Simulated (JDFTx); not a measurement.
Runs of JDFTx 1.7.0 (patched build) on Co. The structure is hexagonal, space group P6_3/mmc (No. 194). Conventional cell: a = 2.472 Å, b = 2.472 Å, c = 4.021 Å, α = 90.00°, β = 90.00°, γ = 120.00°. Co (site symmetry -6m2) has 12 Co at 2.47 Å as nearest neighbours. 

```csv
task,level,potentials or basis,k mesh,local potential set to -Z/r beyond,further solve for the empty bands,pseudo rcut,mesh quality,gap on the mesh (eV),pressure (GPa),moment (μB),V0 of scaled cells (Å³/atom),B0 (GPa)
single point,PBEsol,PseudoDojo-SR-PBEsol-0.4.1-standard with smoothed tails,12 × 12 × 7,6 bohr,yes,6,not flagged,none,-5.8,3.21,-,-
equation of state,LDA,PseudoDojo-SR-LDA-0.4.1-standard with smoothed tails,8 × 8 × 5,6 bohr,-,6,coarse,-,-,-,(a),269
equation of state,PBEsol,PseudoDojo-SR-PBEsol-0.4.1-standard with smoothed tails,8 × 8 × 5,6 bohr,-,6,coarse,-,-,-,10.42,(b)
equation of state,PBEsol,PseudoDojo-SR-PBEsol-0.4.1-standard with smoothed tails,12 × 12 × 7,6 bohr,-,6,not flagged,-,-,-,10.37,233
single point,PBE,PseudoDojo-SR-PBE-0.5-standard,12 × 12 × 7,-,yes,-,not flagged,none,(c),3.25,-,-
```

Alike in all rows: spin collinear, ferromagnetic start; cell as given; cutoff (eV) 1306; smearing fermi-dirac 0.05 eV.

Estimate the missing entries.

(a) 10.05; (b) 248; (c) 5.3.

Caveats: some runs use coarse meshes; the cell was scaled at fixed shape and fractional positions, which overstates the stiffness of a crystal with free parameters, most of all of layers and chains (some runs).

A k mesh can miss the band edges.

A gap of «none» marks a metal or a gap under the smearing width.

Not every run made on this cell is shown here.
